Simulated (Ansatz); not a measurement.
# CuO (zincblende): one cell, many starting occupations (series 2), part 2 of 2

DFT+U has many self-consistent solutions. How far apart do the states of CuO (zincblende) lie when only the starting occupations change? Cell and atoms stay fixed. The start comes from a prototype table, not from a measured structure.

Ansatz 0.2.0; DFT PBE+U (U_eff = 8 eV on Cu d), plane waves, PAW. Earlier steps stand in the parts before.

## 4. Random orbitals: single harmonics, first filling

Input file input.yaml:

```yaml
crystal:
  lattice:
    - [0.0, 2.32725273, 2.32725273]
    - [2.32725273, 0.0, 2.32725273]
    - [2.32725273, 2.32725273, 0.0]
  atoms:
    - { symbol: Cu, position: [0.0, 0.0, 0.0], spin: 1.0 }
    - { symbol: O, position: [0.25, 0.25, 0.25] }
basis:
  ecutwfc: 420
  ecutrho_ratio: 4
kpoints:
  mp_grid: { grid: [7, 7, 7] }
hamiltonian:
  xc: pbe
  hubbard:
    sites:
      - { site: 0, l: d, u_eff: 8.0, starting_ns: [{ spin: up, occupation_matrix: s0up }, { spin: down, occupation_matrix: s0down }] }
    occupation_matrices:
      s0up:
        matrix:
          - [0.97, 0.0, 0.0, 0.0, 0.0]
          - [0.0, 0.97, 0.0, 0.0, 0.0]
          - [0.0, 0.0, 0.97, 0.0, 0.0]
          - [0.0, 0.0, 0.0, 0.97, 0.0]
          - [0.0, 0.0, 0.0, 0.0, 0.97]
      s0down:
        matrix:
          - [0.97, 0.0, 0.0, 0.0, 0.0]
          - [0.0, 0.02, 0.0, 0.0, 0.0]
          - [0.0, 0.0, 0.97, 0.0, 0.0]
          - [0.0, 0.0, 0.0, 0.97, 0.0]
          - [0.0, 0.0, 0.0, 0.0, 0.97]
    ns_hold: { iters: 5 }
scf:
  occupations: { method: gaussian, width: 0.05 }
  lower_state_search: "off"
  max_iter: 150
output:
  forces: true
  stress: true
  eigenvalues: true
  populations: true
  hubbard: { sites: [{ site: 0, l: d }] }
magnetization:
  spin_polarized: true
```

The typed matrices put 0.97 on the chosen orbitals and 0.02 on the others, and are held for 5 cycles.

On the command line:

```
> ansatz run input.yaml --threads 2 --pin off --max-ram 3072MiB --backend cpu --events-out ev --progress --plain --runs-dir out
```

What it wrote, shortened:

```text
Warning: crystal.symmetry: narrowed to the stabiliser of the occupation matrices — unitary ops 24 → 8; lowered by the specified shell (site 0, l: d); largest admitted image defect 8.9e-16, smallest excluded 9.5e-1 — at a splitting's scale: the group the occupation matrices' own texture admits
Warning: RAYON_NUM_THREADS=2 ignored (pool sized by the plan → 2); use --threads N
Cu: projections on atomic orbitals take those of the free atom [Ne] 3s2 3p6 3d10 4s1, of charge +0.00 (hamiltonian.pseudopotentials.projection_atoms); the dataset's partial waves leave at most 2.0e-6 of an orbital's norm unspanned inside its sphere
O: projections on atomic orbitals take those of the free atom [He] 2s2 2p4, of charge +0.00 (hamiltonian.pseudopotentials.projection_atoms); the dataset's partial waves leave at most 1.9e-8 of an orbital's norm unspanned inside its sphere
[...]
Pseudopotentials: kind: paw
Pseudopotential: Cu, paw, valence charge 19, recommended cutoff 420 eV (normal), Cu.paw.azcp
[...]
--- Band table (eV; the first three rows and the last of 80) ---
  k-point 0 ↑: bands = ["-105.2976", "-63.2235", "-63.2235", "-61.3950", "-9.5154", "-0.9224", "0.6067", "0.6067", "0.8427", "1.7516", "7.5207", "8.0350", "8.0350", "9.1167", "21.7292", "21.7292", "22.2175"]
[...]
Occupation matrices written to <dir>
--- Löwdin populations: 2 sites ---
  site symbol       q [e]    m [muB]
     0     Cu     17.7329     0.7951
     1      O      7.0964     0.1927
  spilling = 0.006830 (of n_electrons = 25.000000)
--- Occupation matrices: 1 shell (run DFT+U table (all-electron-ortho-atomic); ε = 3.00e-3) ---
  Cu0 d_3D: site group Td (-43m)
  Cu0 d_3D up     Tr n = 4.9823  λ = 0.995 0.996 0.996 0.997 0.998  [5× z2 0.20 (T2 0.60) T2(0.60)]
  Cu0 d_3D dn     Tr n = 4.1849  λ = 0.202 0.995 0.995 0.997 0.997  [xz 1.00 (T2 1.00) T2(1.00) | 4× z2 0.25 (E 0.50) E(0.50)]
  specified occupation → Cu0 d_3D up: matrix, ‖Δ‖_F = 0.0592, Tr Δ = -0.1323, displaced = 0.0661, d_λ = 0.0592; orbital distance = 0.0000
  specified occupation → Cu0 d_3D dn: matrix, ‖Δ‖_F = 0.1889, Tr Δ = -0.2849, displaced = 0.1425, d_λ = 0.1889; orbital distance = 0.0000
  Tr n, λ and their labels are of the run-group-symmetrised matrices; stabiliser: 8 of 48 elements of G0×{1,Θ} (closed), max defect 2.5e-15 at τ = 6.4e-4
```

It took 4.5 s on 2 threads of Arm Neoverse V2, shared host; peak memory 0.32 GiB.

Result: no gap, pressure -2.8 GPa, moments in spheres Cu 0.79; O 0.14 μB, largest force component 0.00 eV/Å, 8 symmetry operations imposed.

The shells' filling, with natural orbitals sorted by occupation:

| shell | channel | electrons | over 0.8 | 0.2 to 0.8 | under 0.2 |
| --- | --- | --- | --- | --- | --- |
| Cu 3d (atom 1) | up | 4.98 | 5 | 0 | 0 |
| Cu 3d (atom 1) | down | 4.19 | 4 | 1 | 0 |

## 5. Random orbitals: fully mixed, one electron more

input.yaml: that of step 4 with these lines changed.

```diff
@@ -6,3 +6,3 @@
   atoms:
-    - { symbol: Cu, position: [0.0, 0.0, 0.0], spin: 1.0 }
+    - { symbol: Cu, position: [0.0, 0.0, 0.0], spin: 0.3 }
     - { symbol: O, position: [0.25, 0.25, 0.25] }
@@ -29,3 +29,3 @@
           - [0.97, 0.0, 0.0, 0.0, 0.0]
-          - [0.0, 0.02, 0.0, 0.0, 0.0]
+          - [0.0, 0.97, 0.0, 0.0, 0.0]
           - [0.0, 0.0, 0.97, 0.0, 0.0]
@@ -33,3 +33,3 @@
           - [0.0, 0.0, 0.0, 0.0, 0.97]
-    ns_hold: { iters: 5 }
+    ns_hold: { iters: 12 }
 scf:
```

At this filling each channel is wholly full or empty, so no choice of orbitals remains. The typed matrices put 0.97 on the chosen orbitals and 0.02 on the others, and are held for 12 cycles.

On the command line:

```
> ansatz run input.yaml --threads 2 --pin off --max-ram 3072MiB --backend cpu --events-out ev --progress --plain --runs-dir out
```

What it wrote, shortened:

```text
Warning: RAYON_NUM_THREADS=2 ignored (pool sized by the plan → 2); use --threads N
Cu: projections on atomic orbitals take those of the free atom [Ne] 3s2 3p6 3d10 4s1, of charge +0.00 (hamiltonian.pseudopotentials.projection_atoms); the dataset's partial waves leave at most 2.0e-6 of an orbital's norm unspanned inside its sphere
O: projections on atomic orbitals take those of the free atom [He] 2s2 2p4, of charge +0.00 (hamiltonian.pseudopotentials.projection_atoms); the dataset's partial waves leave at most 1.9e-8 of an orbital's norm unspanned inside its sphere
[...]
Pseudopotentials: kind: paw
Pseudopotential: Cu, paw, valence charge 19, recommended cutoff 420 eV (normal), Cu.paw.azcp
Pseudopotential: O, paw, valence charge 6, recommended cutoff 420 eV (normal), O.paw.azcp
Functional definition: PBE
[...]
Crystal: 2 atoms, lattice volume = 25.209 Å³
[...]
Occupation matrices written to <dir>
--- Löwdin populations: 2 sites ---
  site symbol       q [e]    m [muB]
     0     Cu     18.1001    -0.0008
     1      O      6.7908    -0.0014
  spilling = 0.004365 (of n_electrons = 25.000000)
--- Occupation matrices: 1 shell (run DFT+U table (all-electron-ortho-atomic); ε = 9.45e-5) ---
  Cu0 d_3D: site group Td (-43m)
  Cu0 d_3D up     Tr n = 4.8211  λ = 0.945 0.945 0.945 0.994 0.994  [3× xz 0.33 (T2 1.00) T2(1.00) | 2× z2 0.50 (E 1.00) E(1.00)]
  Cu0 d_3D dn     Tr n = 4.8219  λ = 0.945 0.945 0.945 0.994 0.994  [3× xz 0.33 (T2 1.00) T2(1.00) | 2× z2 0.50 (E 1.00) E(1.00)]
  specified occupation → Cu0 d_3D up: matrix, ‖Δ‖_F = 0.0551, Tr Δ = +0.0289, displaced = 0.0616, d_λ = 0.0551; orbital distance = 0.0000
  specified occupation → Cu0 d_3D dn: matrix, ‖Δ‖_F = 0.0548, Tr Δ = +0.0281, displaced = 0.0613, d_λ = 0.0548; orbital distance = 0.0000
  Tr n, λ and their labels are of the run-group-symmetrised matrices; stabiliser: 24 of 48 elements of G0×{1,Θ} (closed), max defect 3.2e-15 at τ = 2.0e-5
```

It took 3.1 s on 2 threads of Arm Neoverse V2, shared host; peak memory 0.29 GiB.

It ends with no gap, pressure -4.6 GPa, no moment over 0.05 μB in any sphere, largest force component 0.00 eV/Å, 24 symmetry operations imposed.

How the shells are filled (orbitals counted by the eigenvalues of the occupation matrices):

| shell | channel | electrons | over 0.8 | 0.2 to 0.8 | under 0.2 |
| --- | --- | --- | --- | --- | --- |
| Cu 3d (atom 1) | up | 4.82 | 5 | 0 | 0 |
| Cu 3d (atom 1) | down | 4.82 | 5 | 0 | 0 |

## 6. Random orbitals: drawn by pairs, first filling

input.yaml: that of step 5 with these lines changed.

```diff
@@ -6,3 +6,3 @@
   atoms:
-    - { symbol: Cu, position: [0.0, 0.0, 0.0], spin: 0.3 }
+    - { symbol: Cu, position: [0.0, 0.0, 0.0], spin: 1.0 }
     - { symbol: O, position: [0.25, 0.25, 0.25] }
@@ -28,8 +28,8 @@
         matrix:
-          - [0.97, 0.0, 0.0, 0.0, 0.0]
+          - [0.495, 0.0, -0.475, 0.0, 0.0]
           - [0.0, 0.97, 0.0, 0.0, 0.0]
-          - [0.0, 0.0, 0.97, 0.0, 0.0]
+          - [-0.475, 0.0, 0.495, 0.0, 0.0]
           - [0.0, 0.0, 0.0, 0.97, 0.0]
           - [0.0, 0.0, 0.0, 0.0, 0.97]
-    ns_hold: { iters: 12 }
+    ns_hold: until_converged
 scf:
```

The typed matrices put 0.97 on the chosen orbitals and 0.02 on the others, and are held until the SCF converges, then released.

On the command line:

```
> ansatz run input.yaml --threads 2 --pin off --max-ram 3072MiB --backend cpu --events-out ev --progress --plain --runs-dir out
```

What it wrote, shortened:

```text
Warning: crystal.symmetry: narrowed to the stabiliser of the occupation matrices — unitary ops 24 → 2; lowered by the specified shell (site 0, l: d); largest admitted image defect 4.4e-16, smallest excluded 4.1e-1 — at a splitting's scale: the group the occupation matrices' own texture admits
Warning: RAYON_NUM_THREADS=2 ignored (pool sized by the plan → 2); use --threads N
Cu: projections on atomic orbitals take those of the free atom [Ne] 3s2 3p6 3d10 4s1, of charge +0.00 (hamiltonian.pseudopotentials.projection_atoms); the dataset's partial waves leave at most 2.0e-6 of an orbital's norm unspanned inside its sphere
O: projections on atomic orbitals take those of the free atom [He] 2s2 2p4, of charge +0.00 (hamiltonian.pseudopotentials.projection_atoms); the dataset's partial waves leave at most 1.9e-8 of an orbital's norm unspanned inside its sphere
[...]
Pseudopotentials: kind: paw
Pseudopotential: Cu, paw, valence charge 19, recommended cutoff 420 eV (normal), Cu.paw.azcp
Pseudopotential: O, paw, valence charge 6, recommended cutoff 420 eV (normal), O.paw.azcp
Functional definition: PBE
[...]
Crystal: 2 atoms, lattice volume = 25.209 Å³
[...]
WARN: hamiltonian.hubbard: on 1 of 2 specified blocks the occupation matrix of this SCF's result fails the test of the specified filling. At site 0 ↓ (sites count from 0 in the list of atoms of the cell that this SCF solves) the least filled combination of the orbitals specified full has [...]
        0.000000       1.618094       0.000219
        0.000000       0.000147       1.618868
  P = ⅓ Tr σ = -2.7608 GPa (-27.608 kbar)
--- Band table (eV; the first three rows and the last of 200) ---
  k-point 0 ↑: bands = ["-105.2977", "-63.2237", "-63.2235", "-61.3950", "-9.5154", "-0.9225", "0.6067", "0.6067", "0.8427", "1.7515", "7.5207", "8.0350", "8.0350", "9.1166", "21.7291", "21.7292", "22.2174"]
[...]
Occupation matrices written to <dir>
--- Löwdin populations: 2 sites ---
  site symbol       q [e]    m [muB]
     0     Cu     17.7329     0.7951
     1      O      7.0964     0.1927
  spilling = 0.006830 (of n_electrons = 25.000000)
--- Occupation matrices: 1 shell (run DFT+U table (all-electron-ortho-atomic); ε = 3.50e-3) ---
  Cu0 d_3D: site group Td (-43m)
  Cu0 d_3D up     Tr n = 4.9823  λ = 0.995 0.996 0.996 0.997 0.998  [5× z2 0.20 (T2 0.60) T2(0.60)]
  Cu0 d_3D dn     Tr n = 4.1849  λ = 0.202 0.995 0.995 0.997 0.997  [yz 1.00 (T2 1.00) T2(1.00) | 4× z2 0.25 (E 0.50) E(0.50)]
  specified occupation → Cu0 d_3D up: matrix, ‖Δ‖_F = 0.0592, Tr Δ = -0.1323, displaced = 0.0661, d_λ = 0.0592; orbital distance = 0.0000
  specified occupation → Cu0 d_3D dn: matrix, ‖Δ‖_F = 0.8894, Tr Δ = -0.2849, displaced = 0.6576, d_λ = 0.1889; orbital distance = 0.9999
  Tr n, λ and their labels are of the run-group-symmetrised matrices; stabiliser: 8 of 48 elements of G0×{1,Θ} (closed), max defect 1.8e-4 at τ = 7.4e-4
```

It took 33 s on 2 threads of Arm Neoverse V2, shared host; peak memory 0.39 GiB.

Result: no gap, pressure -2.8 GPa, moments in spheres Cu 0.79; O 0.14 μB, largest force component 0.00 eV/Å, 2 symmetry operations imposed. The program reports that the typed filling wasn't kept.

The shells' filling, with natural orbitals sorted by occupation:

| shell | channel | electrons | over 0.8 | 0.2 to 0.8 | under 0.2 |
| --- | --- | --- | --- | --- | --- |
| Cu 3d (atom 1) | up | 4.98 | 5 | 0 | 0 |
| Cu 3d (atom 1) | down | 4.19 | 4 | 1 | 0 |

## 7. The states in order of energy

What follows sums up all 2 parts.

Energies count from the lowest free state and have the smearing extrapolated to zero.

| start | energy (meV/atom) | gap (eV) | pressure (GPa) | largest moment (μB) | SCF cycles | time |
| --- | --- | --- | --- | --- | --- | --- |
| from atoms, symmetry kept, no search (earlier series) | 0.0 | metal | -3.4 | 0.47 | 15 | 1.9 s |
| random orbitals: fully mixed, first filling | 4.4 | 0.48 | -2.5 | 0.82 | 55 | 57 s |
| random orbitals: single harmonics, first filling | 5.9 | metal | -2.8 | 0.79 | 23 | 4.5 s |
| random orbitals: drawn by pairs, first filling | 5.9 | metal | -2.8 | 0.79 | 56 | 33 s |
| random orbitals: single harmonics, second filling | 5.9 | metal | -2.8 | 0.79 | 24 | 5.7 s |
| random orbitals: fully mixed, one electron more | 13.7 | metal | -4.6 | 0.00 | 26 | 3.1 s |

The 6 free runs end at 4 energies more than 1 meV/atom apart (states closer than that can still differ), spread over 14 meV/atom; the lowest came from «from atoms, symmetry kept, no search (earlier series)». Their gaps on the mesh range from zero to 0.48 eV, so the gap depends on the state reached. The lowest state found need not be the ground state, and the geometry wasn't relaxed for any of them.
